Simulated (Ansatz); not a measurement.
**ZnAu: do energies and stresses tell the same story?**

The calculation used Ansatz, DFT PBE, scalar-relativistic, plane waves, PAW.

Settings: cutoff 420 eV, Γ-centred mesh 14×14×14 on the computed 2-atom cell, Gaussian smearing of 0.10 eV; no spin polarisation.

Relaxed cell: Pm-3m, a = 3.187 Å, b = 3.187 Å, c = 3.187 Å, α = 90.00°, β = 90.00°, γ = 90.00°, 2 atoms in the primitive cell. Whether it is the stable form of this composition wasn't checked.

Energies at zero smearing and pressures from the stress tensor, at volumes with shape and atoms relaxed:
```csv
V (Å³/atom),E − E(first) (meV/atom),P (GPa)
15.210,0.00,8.51
15.695,-18.47,3.83
16.181,-24.10,-0.01
16.666,-19.17,-3.17
17.151,-5.53,-5.76
```

Question: Check P = −dE/dV between neighbouring volumes, and get the bulk modulus from the pressures alone.

Answer: With 1 eV/Å³ = 160.2 GPa:
```csv
middle V (Å³/atom),−ΔE/ΔV (GPa),mean P (GPa)
15.452,6.095,6.170
15.938,1.859,1.911
16.423,-1.627,-1.592
16.909,-4.500,-4.468
```

The two differ by 0.08 GPa at most. The mean of two end pressures misses the average over a step by about ΔV² P″/12, up to 0.08 GPa here; with that taken off 0.02 GPa remains. Around V = 16.181 Å³/atom, the two neighbours give B = −V ΔP/ΔV = 16.181 × 7.00 / 0.971 = 116.7 GPa, against B0 = 115.9 GPa from the Birch–Murnaghan fit of the energies.

Spin–orbit coupling is left out, which can shift energies with elements as heavy as these.